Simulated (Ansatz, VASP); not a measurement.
**BaTiO3: VASP beside Ansatz**

```xyz
5
Lattice="3.9998 0.0000 0.0000 0.0000 3.9998 0.0000 0.0000 0.0000 3.9778" Properties=species:S:1:pos:R:3 pbc="T T T"
Ba    0.0000    0.0000    0.0000
Ti    1.9999    1.9999    1.9173
O     1.9999    1.9999    0.0636
O     1.9999    0.0000    2.0486
O     0.0000    1.9999    2.0486
```

Change from the starting cell: zz strain of -1 %.

Alike in both runs: task single point; functional PBEsol; k mesh 7 × 7 × 7; occupations fermi-dirac, width 0.08 eV; no spin polarisation.

|  | VASP | Ansatz |
| --- | --- | --- |
| version | VASP 6.6.1 | Ansatz 0.2.0 |
| potentials or method | VASP PAW PBE potentials, release 64 (Ba_sv, Ti_sv, O), cutoff 520 eV | all-electron LAPW, scalar-relativistic |

Ansatz gave:

| Quantity | Value |
| --- | --- |
| pressure (GPa) | -1.9 |
| largest component of the traceless stress (GPa) | 2.38 |
| rms of the force components (eV/Å) | 0.094 |

Q: What did VASP give for the same quantities?

A: Pressure (GPa): 0.0; largest component of the traceless stress (GPa): 2.50; rms of the force components (eV/Å): 0.094.

Atom by atom the forces differ by 0.021 eV/Å (rms over components). Ansatz ran all-electron here, so the differences hold the error of VASP's frozen core and of both bases.

Caveats: the PAW data sets were made with another functional, which shifts forces and pressure a little (VASP). A k mesh can miss the band edges.
